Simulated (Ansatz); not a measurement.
# 2H-VSSe monolayer in a perpendicular field, part 2 of 3

What dipole does a perpendicular field induce in the 2H-VSSe monolayer? A positive field points along +c.

Ansatz 0.2.0; plane-wave DFT, PBE-D3(BJ), Ansatz PAW.

So far. Step 2 (Relaxation): The lattice constant a goes from 3.250 to 3.219 Å.

## 3. Single point, field 0

A sawtooth potential applies the field, turning back in the middle of the vacuum. With the dipole correction the typed value is the field outside the slab. The induced dipole is small, so the SCF threshold is tight.

The cell differs from the one that the last finished run ended in (c 37.766 → 21.086 Å).

The input, input.yaml:

```yaml
crystal:
  lattice:
    - [3.2188412595, 0.0, 0.0]
    - [-1.6094206297, 2.7875983015, 0.0]
    - [0.0, 0.0, 21.0860699894]
  atoms:
    - { symbol: Se, position: [0.3333333333, 0.6666666667, 0.4268220681], spin: -0.05 }
    - { symbol: V, position: [0.0, 0.0, 0.505685053], spin: 0.75 }
    - { symbol: S, position: [0.3333333333, 0.6666666667, 0.5731779319] }
magnetization:
  spin_polarized: true
kpoints:
  mp_grid: { grid: [18, 18, 1] }
  band_path:
    path: [[0, 0, 0], [0.5, 0, 0], [0.33333333, 0.33333333, 0], [0, 0, 0]]
    npoints: 16
hamiltonian:
  xc: pbe
  dispersion: d3bj
scf:
  occupations: { method: fermi_dirac, width: 0.05 }
  convergence: { dr2_threshold: 1.0e-10 }
efield:
  axis: 3
  dipole_correction: true
  ramp_position: 0.97
  ramp_width: 0.06
  amplitude: 0
output:
  dos: { projected: true, e_range: [-6, 5] }
  bader: true
  write_potential: true
  write_density: true
  volumetric_format: npy
  elf: true
```

Launch:

```bash
$ ansatz run input.yaml --threads 2 --pin off --max-ram 3072MiB --backend cpu --events-out ev --progress --plain --runs-dir out
```

Numbers of over 12 decimals in the logs are rounded to 6 here.

The program printed:

```text
[...]
Crystal: 3 atoms, lattice volume = 189.202 Å³
Basis set: ecut = 420 eV, 3779 PW (Γ)
Bands: 22, of which v1, the nominal top of the filled ones, is band 18 counted from 1 (17 counted from 0)
Symmetry: 6 space group operations
k-points: 37 of 324 (time reversal used)
[...]
Starting moments: Σ|m| = 0.8 μB on 2 of 3 sites
[...]
SCF iter   1: F=—  HF=-9287.287430 eV  |F-HF|=—  |Δ(HF+E_count)|=         —  Δρ=2.09e-2 (↑2.09e-2 ↓1.19e-2)  dr2=3.18e0  dr2_m=1.11e-1  M=0.343 μB ∫|m|=0.403 μB  β_m=0.59  ethr=3.10e-3  p=0.000 e·Å  D=7.49e-7 V/Å  ΔV_dip=-0.00 eV  dr2_dipole=2.74e-1  V_vac-E_F(+/−)=6.62/6.62 eV  ⟨swp⟩=9.8  Hψ=9575  notcnv=0
[...]
efield: sawtooth ramp at fractional position 0.9700 (set: `efield.ramp_position`, or a place that a band, a saddle search or an elastic batch's reference lends), width 0.0600; the density the first Hamiltonian is built on has a dipole p = 0.000 e·Å; the dipole correction subtracts the counter field D = 7.49e-7 V/Å, which shifts the + side's vacuum level by -0.00 eV against the − side's; the planar-averaged density in the ramp window peaks in size at 7.4e-6 e/Å³
[...]
SCF iter   2: F=—  HF=-9286.761813 eV  |F-HF|=—  |Δ(HF+E_count)|=   5.26e-1  Δρ=1.05e-2 (↑1.05e-2 ↓7.60e-3)  dr2=9.91e-1  dr2_m=1.35e-2  M=0.389 μB ∫|m|=0.433 μB  β_m=0.41  ethr=3.10e-3  p=-0.020 e·Å  D=-1.90e-2 V/Å  ΔV_dip=0.40 eV  dr2_dipole=1.00e-1  V_vac-E_F(+/−)=6.08/5.68 eV  ⟨swp⟩=2.1  Hψ=2954  notcnv=0
density mixer auto → msr1: a metal under ldos (density of states about μ 1.11 of a free-electron gas's, 12 screened modes)
SCF iter   3: F=—  HF=-9286.802319 eV  |F-HF|=—  |Δ(HF+E_count)|=   4.05e-2  Δρ=5.72e-3 (↑3.56e-3 ↓5.72e-3)  dr2=1.24e-1  dr2_m=1.88e-2  M=0.545 μB ∫|m|=0.597 μB  β_m=0.59  ethr=2.83e-3  p=-0.025 e·Å  D=-2.43e-2 V/Å  ΔV_dip=0.51 eV  dr2_dipole=9.30e-3  V_vac-E_F(+/−)=5.73/5.22 eV  ⟨swp⟩=2.0  Hψ=2440  notcnv=0
[...]
SCF iter  15: F=-9286.875697 eV  HF=-9286.875697 eV  |F-HF|=3.09e-11  |Δ(HF+E_count)|=  7.28e-12  Δρ=2.42e-8 (↑2.42e-8 ↓1.72e-8)  dr2=8.60e-12  dr2_m=3.08e-13  M=0.922 μB ∫|m|=1.126 μB  ethr=1.00e-12  p=-0.021 e·Å  D=-1.98e-2 V/Å  ΔV_dip=0.42 eV  dr2_dipole=1.24e-12  V_vac-E_F(+/−)=5.77/5.35 eV  ⟨swp⟩=2.0  Hψ=4767  notcnv=0
SCF 1 converged in 15 iterations: F = -9286.875697 eV  dr2 = 8.60e-12
[...]
NSCF: frozen V_eff on 49 k-points
efield: sawtooth ramp at fractional position 0.9700 (kept from the solve that this one continues, or follows in the run), width 0.0600; the density the first Hamiltonian is built on has a dipole p = -0.021 e·Å; the dipole correction subtracts the counter field D = -1.98e-2 V/Å, which shifts the + side's vacuum level by +0.42 eV against the − side's; the planar-averaged density in the ramp window peaks in size at 7.1e-6 e/Å³
SCF converged after 15 iterations
Magnetization: 0.9219 μB (17.9609 up, 17.0391 down)
Absolute magnetization: 1.1228 μB (∫|ρ↑−ρ↓|, with the PAW one-centre terms)
[...]
Per-site moments (μB) at R_I (Å): [(-0.048146, 1.028682), (0.754122, 0.965552), (-0.000937091, 0.965552)]
Free energy (F): -9286.875697 eV
[...]
Internal energy: -9286.867594 eV  (E = F + TS)
E sigma→0 (E₀):  -9286.871645 eV
Entropy (-TS):   -0.008104 eV (-2.701 meV/atom)
Fermi energy:    -1.046167 eV
Dipole field:    D = -0.019811 V/Å  (p = -0.020714 e·Å, saw-weighted, corrected)
Work function:   Φ+ = 5.7722 eV   Φ− = 5.3545 eV
Levels:          The Fermi level and band energies are counted from a zero that moves with the ramp; work functions are not
[...]
--- Band table (eV; the first three rows and the last of 74) ---
  k-point 0 ↑: bands = [... 14 lower, -2.8425, -1.8788, -1.8788, -0.9976, 1.5282, 1.5282, 1.8275, 1.8275]
  k-point 1 ↑: bands = [... 14 lower, -2.8482, -1.9270, -1.9050, -1.0121, 1.4237, 1.5366, 1.6034, 1.7859]
  k-point 2 ↑: bands = [... 14 lower, -2.9415, -2.0494, -1.9923, -1.0714, 1.1030, 1.2325, 1.4452, 1.7830]
  k-point 36 ↓: bands = [... 14 lower, -4.2912, -4.1813, -2.4707, -0.3435, 0.7584, 1.4813, 1.7591, 2.7073]
--- Bader charges: 3 sites ---
  site symbol  charge [e]  shift [e]    m [muB]
     0     Se     -0.5835     0.0006    -0.0288
     1      V      1.3356     0.0018     0.8797
     2      S     -0.7521     0.0012     0.0710
  estimated error of the sums over rays = 5.3e-4 e
```

Wall time 33 s (2 threads of AMD EPYC 7B13 (Zen 3), shared host); peak memory 0.7 GiB.

Reading the cycles: dr2 is the Hartree energy of the density residual (eV), the measure of convergence; HF is the Harris–Foulkes estimate of the energy, which meets the free energy F at convergence.

Numbers from this step:

| Quantity | Value |
| --- | --- |
| energy at zero smearing | -9286.8716 eV |
| total moment | 0.9219 μB |
| site moments | -0.04815, 0.7541, -9.37e-4 μB |
| work function, upper face | 5.772 eV |
| work function, lower face | 5.354 eV |
| dipole along the normal | -0.02071 e·Å |
| step between the vacuum levels | 0.4177 eV |

Running mean over a fixed 2.8 Å (it still follows the layers) of the planar mean; the ramp of the sawtooth is left out. Electron's electrostatic potential energy less the Fermi level against z:

```
z (Å)  electron's electrostatic potential energy less the Fermi level (eV)
 2.93                                                                 5.35
 3.37                                                                 5.35
 3.81                                                                 5.35
 4.10                                                                 5.35
 4.54                                                                 5.35
 4.98                                                                 5.35
 5.42                                                                 5.34
 5.86                                                                 5.32
 6.15                                                                 5.27
 6.59                                                                 5.03
 7.03                                                                 4.15
 7.47                                                                 2.65
 7.91                                                                 1.01
 8.35                                                               -0.619
 8.64                                                                -1.68
 9.08                                                                -3.65
 9.52                                                                -5.57
 9.96                                                                -6.50
10.40                                                                -6.87
10.69                                                                -7.14
11.13                                                                -7.36
11.57                                                                -6.62
12.01                                                                -4.62
12.45                                                                -2.35
12.74                                                               -0.972
13.18                                                                 1.03
13.62                                                                 3.14
14.06                                                                 4.86
14.50                                                                 5.55
14.94                                                                 5.72
15.23                                                                 5.75
15.67                                                                 5.77
16.11                                                                 5.77
16.55                                                                 5.77
16.99                                                                 5.77
17.28                                                                 5.77
17.72                                                                 5.77
18.16                                                                 5.77
```

The density of states has structure finer than the step of the table below, so its rows give means over 0.2 eV, whole bins alone (the curve runs from -6 to 1.99 eV). Peaks (eV: height): total -4.62: 5.18, -3.63: 5.73, -3.49: 4.23, -2.11: 5.16, -1.51: 5.82, -1.37: 7.09, 1.36: 5.33; up -4.62: 3.56, -3.63: 4.14, -2.11: 4.02, -1.51: 5.19, -1.40: 4.14, 1.25: 3.93, 1.36: 5.33; down -4.65: 2.33, -4.51: 2.41, -3.49: 3.82, -1.73: 2.91, -1.37: 5.21, -0.87: 2.34, 0.29: 3.07.

Density of states against energy, zero at the Fermi level; means over each step; values in states/eV a cell:

```
energy (eV)  total     up    down
       -5.8  0.148  0.148       0
       -5.6  0.710  0.432   0.278
       -5.4   1.01  0.575   0.437
       -5.2   1.38  0.849   0.534
       -5.0   2.01   1.13   0.880
       -4.8   2.16   1.08    1.08
       -4.6   4.15   2.20    1.95
       -4.4   2.34  0.595    1.75
       -4.2  0.935  0.477   0.459
       -4.0   1.71   1.22   0.489
       -3.8   2.59   1.68   0.913
       -3.6   4.15   2.07    2.08
       -3.4   2.28  0.630    1.65
       -3.2   1.41  0.787   0.626
       -3.0   2.07   1.10   0.971
       -2.8   2.27   1.23    1.03
       -2.6   2.69   1.53    1.16
       -2.4   2.91   1.42    1.49
       -2.2   2.89   1.61    1.28
       -2.0   2.01  0.954    1.05
       -1.8   2.03  0.619    1.41
       -1.6   2.32   1.55   0.772
       -1.4   5.17   2.74    2.43
       -1.2   3.88   2.05    1.83
       -1.0   2.75   1.33    1.41
       -0.8   1.87  0.512    1.36
       -0.6   2.07   1.53   0.535
       -0.4   1.97   1.95  0.0220
       -0.2  0.951  0.951       0
        0.0  0.898  0.419   0.479
        0.2   1.66      0    1.66
        0.4   1.52      0    1.52
        0.6  0.850      0   0.850
        0.8  0.680  0.277   0.404
        1.0  0.910  0.861  0.0491
        1.2   2.12   2.12       0
        1.4   2.92   2.92       0
        1.6   1.23   1.23       0
        1.8   1.19  0.822   0.371
```

Projected DOS per atom over height of the atomic layer and energy from the Fermi level. Layers: Se V S from below.

Ten even steps from '0' (0.03 states/eV) to '9' (1.82 states/eV), each cell a mean:
```
280
291
060
030
070
030
071
351
853
957
333
355
355
324
313
648
313
424
536
313
201
000
```
Columns: height of the atomic layer (Å) from 9 to 12.1 (not evenly spaced); rows upwards: energy from the Fermi level (eV) from -5.96 to 1.96.

Projected DOS per atom, spin up over height of the atomic layer and energy from the Fermi level. Layers: Se V S from below.

Ten even steps from '0' (0.00 states/eV) to '9' (1.82 states/eV), each cell a mean:
```
120
291
060
000
000
010
061
030
331
533
110
132
133
112
101
324
212
101
223
112
101
000
```
Columns: height of the atomic layer (Å) from 9 to 12.1 (not evenly spaced); rows upwards: energy from the Fermi level (eV) from -5.96 to 1.96.

Projected DOS per atom, spin down over height of the atomic layer and energy from the Fermi level. Layers: Se V S from below.

Ten even steps from '_' (0.00 states/eV) to '@' (1.32 states/eV), each cell a mean:
```
..%%__
______
______
__--__
__@@..
__--__
______
----__
**::--
**--==
::----
::----
::::--
::..--
::..--
==::++
..__..
--::==
--..==
::..::
..__..
______
```
Columns: height of the atomic layer (Å) from 9 to 12.1 (not evenly spaced); rows upwards: energy from the Fermi level (eV) from -5.96 to 1.96.

Deep bands are left out, so band numbers here count from the lowest band kept and differ from the log's. The electronic bands at the labelled points (eV, zero at the Fermi level; # counts the bands kept):

| point | up #5 | up #6 | up #7 | up #8 | down #4 | down #5 | down #6 | down #7 |
| --- | --- | --- | --- | --- | --- | --- | --- | --- |
| Γ | -0.83 | -0.83 | 0.05 | 2.57 | -1.74 | -0.48 | -0.48 | 0.92 |
| halfway | -1.34 | -1.20 | -0.49 | 1.39 | -1.85 | -1.28 | -0.87 | 0.33 |
| M | -1.52 | -0.82 | -0.73 | 1.10 | -2.31 | -1.39 | -0.75 | 0.03 |
| halfway | -2.43 | -1.51 | -0.30 | 1.00 | -2.77 | -2.31 | -1.37 | 0.46 |
| K | -3.18 | -1.59 | -0.10 | 0.74 | -3.25 | -3.14 | -1.42 | 0.70 |
| halfway | -1.72 | -1.10 | -0.47 | 1.27 | -2.39 | -1.50 | -0.97 | 0.32 |
| Γ | -0.83 | -0.83 | 0.05 | 2.57 | -1.74 | -0.48 | -0.48 | 0.92 |

Site moment by atom:

```
atom  site moment (μB)
 Se1            -0.048
  V2             0.754
  S3            -0.001
```

Spin density in the ca plane at fractional y = 0.667, with atoms of Se and S within 0.2 Å of it.

Ten even steps from '0' (-0.014 e/Å³) to '9' (0.082 e/Å³), each cell a mean:
```
11111111111111111125973211111111111111111111
11111111111111111125973211111111111111111111
11111111111111100124642111111111111111111111
11111111111111000012321001221111111111111111
11111111111111011001110003421111111111111111
11111111111111022001110013431111111111111111
11111111111111000002221001221111111111111111
11111111111111000013542111111111111111111111
```
Columns run along c (16.0 Å, from fractional 0.16 to 0.92 of the cell), rows up along a (3.2 Å). Atoms in or near the plane, at fractional coordinates: Se at (0.43, 0.33), S at (0.57, 0.33).

Electrostatic potential energy in the ca plane at fractional y = 0.667, with atoms of Se and S within 0.2 Å of it. With pseudopotentials it is smooth inside the atoms' cores, unlike the true potential.

Ten even steps from '0' (-27 eV) to '9' (5 eV), each cell a mean:
```
99999999999999988875457889999999999999999999
99999999999999988875457889999999999999999999
99999999999999765677667767899999999999999999
99999999999997322257875201589999999999999999
99999999999995255337872000279999999999999999
99999999999995255337872000179999999999999999
99999999999997322257875100589999999999999999
99999999999998754677677656899999999999999999
```
Columns run along c (16.0 Å, from fractional 0.16 to 0.92 of the cell; values clipped at the 3rd and 97th percentile), rows up along a (3.2 Å). Atoms in or near the plane, at fractional coordinates: Se at (0.43, 0.33), S at (0.57, 0.33).

ELF in the ca plane at fractional y = 0.667, with atoms of Se and S within 0.2 Å of it. It is the smooth field of the valence electrons, not physical close to the nuclei.

Ten even steps from '0' (0.00) to '9' (0.93), each cell a mean:
```
00000000000000000123432111133321000000000000
00000000000000000122331111122210000000000000
00000000000000024567775211477765310000000000
00000000000001368888777423788899752000000000
00000000000002579985357424762599974100000000
00000000000002579984257424751499974100000000
00000000000001368987677424787899852100000000
00000000000000125777776212578876420000000000
```
Columns run along c (16.0 Å, from fractional 0.09 to 0.85 of the cell), rows up along a (3.2 Å). Atoms in or near the plane, at fractional coordinates: Se at (0.43, 0.33), S at (0.57, 0.33).

The work function of the upper face is 5.77 eV.

## 4. Single point, field 0.1 V/Å

Changes to input.yaml since step 3:

```diff
@@ -25,8 +25,6 @@
   dipole_correction: true
-  ramp_position: 0.97
-  ramp_width: 0.06
-  amplitude: 0
+  ramp_position: 0.9407
+  ramp_width: 0.1114
+  amplitude: 0.1
 output:
-  dos: { projected: true, e_range: [-6, 5] }
-  bader: true
   write_potential: true
@@ -34,2 +32 @@
   volumetric_format: npy
-  elf: true
```

The program printed:

```text
[...]
Crystal: 3 atoms, lattice volume = 189.202 Å³
Basis set: ecut = 420 eV, 3779 PW (Γ)
Bands: 22, of which v1, the nominal top of the filled ones, is band 18 counted from 1 (17 counted from 0)
Symmetry: 6 space group operations
k-points: 37 of 324 (time reversal used)
[...]
Starting moments: Σ|m| = 0.8 μB on 2 of 3 sites
[...]
k-point 0 ↑: bands = [... 14 lower, -2.8470, -1.8767, -1.8767, -0.9876, 1.5339, 1.5339, 1.8254, 1.8254]
  k-point 1 ↑: bands = [... 14 lower, -2.8514, -1.9250, -1.9040, -1.0021, 1.4294, 1.5426, 1.6013, 1.7835]
  k-point 2 ↑: bands = [... 14 lower, -2.9426, -2.0478, -1.9938, -1.0618, 1.1003, 1.2395, 1.4495, 1.7825]
  k-point 36 ↓: bands = [... 14 lower, -4.2885, -4.1783, -2.4691, -0.3432, 0.7569, 1.4822, 1.7592, 2.7073]
[key lines of the parts left out:]
SCF converged after 15 iterations
Magnetization: 0.9187 μB (17.9593 up, 17.0407 down)
Free energy (F): -9286.874940 eV
Fermi energy:    -1.041075 eV
Dipole field:    D = 0.005318 V/Å  (p = 0.005560 e·Å, saw-weighted, corrected)
```

Wall time 23 s (2 threads); peak memory 0.73 GiB.

The dipole is 0.00556 e·Å, 0.0263 e·Å from its value without field.

## 5. Atoms held, field -0.1 V/Å

Changes to input.yaml since step 4:

```diff
@@ -27,3 +27,3 @@
   ramp_width: 0.1114
-  amplitude: 0.1
+  amplitude: -0.1
 output:
```

The program printed:

```text
[...]
Crystal: 3 atoms, lattice volume = 189.202 Å³
Basis set: ecut = 420 eV, 3779 PW (Γ)
Bands: 22, of which v1, the nominal top of the filled ones, is band 18 counted from 1 (17 counted from 0)
Symmetry: 6 space group operations
k-points: 37 of 324 (time reversal used)
[...]
Starting moments: Σ|m| = 0.8 μB on 2 of 3 sites
[...]
k-point 0 ↑: bands = [... 14 lower, -2.8360, -1.8786, -1.8786, -1.0054, 1.5247, 1.5247, 1.8318, 1.8318]
  k-point 1 ↑: bands = [... 14 lower, -2.8430, -1.9267, -1.9038, -1.0198, 1.4200, 1.5327, 1.6078, 1.7905]
  k-point 2 ↑: bands = [... 14 lower, -2.9383, -2.0489, -1.9886, -1.0788, 1.1075, 1.2278, 1.4431, 1.7857]
  k-point 36 ↓: bands = [... 14 lower, -4.2919, -4.1820, -2.4700, -0.3416, 0.7620, 1.4826, 1.7611, 2.7094]
[key lines of the parts left out:]
SCF converged after 15 iterations
Magnetization: 0.9250 μB (17.9625 up, 17.0375 down)
Free energy (F): -9286.879082 eV
Fermi energy:    -1.049097 eV
Dipole field:    D = -0.044929 V/Å  (p = -0.046977 e·Å, saw-weighted, corrected)
```

Wall time 23 s (2 threads); peak memory 0.73 GiB.

The dipole is -0.0470 e·Å, -0.0263 e·Å from its value without field.

## 6. Single point, field 0.2 V/Å

Changes to input.yaml since step 5:

```diff
@@ -27,3 +27,3 @@
   ramp_width: 0.1114
-  amplitude: -0.1
+  amplitude: 0.2
 output:
```

The program printed:

```text
[...]
Crystal: 3 atoms, lattice volume = 189.202 Å³
Basis set: ecut = 420 eV, 3779 PW (Γ)
Bands: 22, of which v1, the nominal top of the filled ones, is band 18 counted from 1 (17 counted from 0)
Symmetry: 6 space group operations
k-points: 37 of 324 (time reversal used)
[...]
Starting moments: Σ|m| = 0.8 μB on 2 of 3 sites
[...]
k-point 0 ↑: bands = [... 14 lower, -2.8539, -1.8770, -1.8770, -0.9798, 1.5372, 1.5372, 1.8210, 1.8210]
  k-point 1 ↑: bands = [... 14 lower, -2.8570, -1.9254, -1.9054, -0.9944, 1.4327, 1.5464, 1.5968, 1.7787]
  k-point 2 ↑: bands = [... 14 lower, -2.9461, -2.0484, -1.9977, -1.0545, 1.0950, 1.2442, 1.4513, 1.7797]
  k-point 36 ↓: bands = [... 14 lower, -4.2883, -4.1775, -2.4697, -0.3453, 0.7530, 1.4806, 1.7569, 2.7049]
[key lines of the parts left out:]
SCF converged after 15 iterations
Magnetization: 0.9153 μB (17.9577 up, 17.0423 down)
Free energy (F): -9286.876810 eV
Fermi energy:    -1.038335 eV
Dipole field:    D = 0.030465 V/Å  (p = 0.031854 e·Å, saw-weighted, corrected)
```

Wall time 23 s (2 threads); peak memory 0.73 GiB; 45 s of CPU time.

The dipole is 0.0319 e·Å, 0.0526 e·Å from its value without field.

[end of part 2 of 3]

[Logs are printed without paths, hosts, clocks, repeated set-up lines and the standing remarks that a program may print on its own settings, such as how far it seeks lower states.]

[Hosts, paths, dates, database ids (printed as entryN), source tags and the programs' standing remarks are cut or masked in the printed files.]

[Maps of the electrostatic potential energy from Ansatz leave out the sawtooth potential of an applied field or a dipole correction, so their vacuum need not be flat; planar profiles and work functions include it.]

[The density of states shown here was stored with 400 of the rows of the run's finer table, so its peaks can read low, often by over a quarter, or be missed, and its means over a window can be off by a tenth or more.]
